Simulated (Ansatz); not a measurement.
A crystal relaxed with r2SCAN in Ansatz 0.2.0 has space group P6_3mc (No. 186) and a = 3.226 Å, c = 10.473 Å.

```csv
atom,site,x,y,z
Zn,2a,0.0000,0.0000,0.9994
Zn,2b,0.3333,0.6667,0.2496
Xx,2a,0.0000,0.0000,0.1882
Xx,2b,0.3333,0.6667,0.4379
```

r2SCAN gives a direct gap of 1.18 eV at Γ. The HSE06 gap is direct at Γ: 2.46 eV. Meshes: r2SCAN 12×12×4, HSE06 6×6×2. r2SCAN's ε∞ is 4.4 along x and y, 4.5 along z.

Question: Which element is Xx?
A. Te
B. Se
C. S
D. O

Answer: D. Xx is O: ZnO built on the 4H polytype prototype. Zn has 4 O at 1.97–1.98 Å; Zn has 4 O at 1.97 Å; O has 4 Zn at 1.97–1.98 Å; O has 4 Zn at 1.97 Å.

Note: simulated data, non-magnetic, for a generated structure that need not be the stable one.

The meshes of the hybrids are coarse, so their gaps aren't converged to the digits shown.
